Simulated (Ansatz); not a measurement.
ZrS2: field gradients at two levels of theory

Cell: a computed structure from the Materials Project (it need not be an observed phase).

```cif
data_structure
_symmetry_space_group_name_H-M 'P 1'
_symmetry_Int_Tables_number 1
_cell_length_a 3.6914
_cell_length_b 3.6914
_cell_length_c 6.0411
_cell_angle_alpha 90.000
_cell_angle_beta 90.000
_cell_angle_gamma 120.000
_cell_volume 71.29
loop_
_atom_site_label
_atom_site_type_symbol
_atom_site_fract_x
_atom_site_fract_y
_atom_site_fract_z
_atom_site_occupancy
Zr1 Zr 0.00000 0.00000 0.00000 1
S2 S 0.66667 0.33333 0.76209 1
S3 S 0.33333 0.66667 0.23791 1
```

Atoms are numbered from 1 in the order listed; like atoms form one site, named after its first atom.

First run. Method: Kohn–Sham DFT in Ansatz, PBE, plane waves and PAW, scalar-relativistic, 420 eV cutoff, Γ-centred 10×10×6 k-points, Fermi–Dirac smearing 0.01 eV.

| site | atom | V_zz (10²¹ V/m²) | η |
| --- | --- | --- | --- |
| Zr | 1 | -0.51 | 0.00 |
| S | 2 | -0.27 | 0.00 |

Second run. The same atoms and settings, except that the functional is r2SCAN and the cutoff is 500 eV.

Question: What does the second run give?

Answer: 

```json
{"site": "Zr", "atom": "1", "V_zz": "-0.29", "η": "0.00", "change of V_zz": "+0.22"}
{"site": "S", "atom": "2", "V_zz": "-0.24", "η": "0.00", "change of V_zz": "+0.03"}
```

The largest change of V_zz is on Zr, from -0.51 to -0.29. In per cent, |V_zz| changes by -44 on Zr (all sites that start above 0.5).

For the first run: Without spin–orbit coupling (the program notes it for Zr) the gradients can shift somewhat, as the gap is small.
For the second run: Without spin–orbit coupling (the program notes it for Zr) the gradients are little affected as a rule: paired runs on crystals with a gap mostly move them by under 2 % at such atoms.
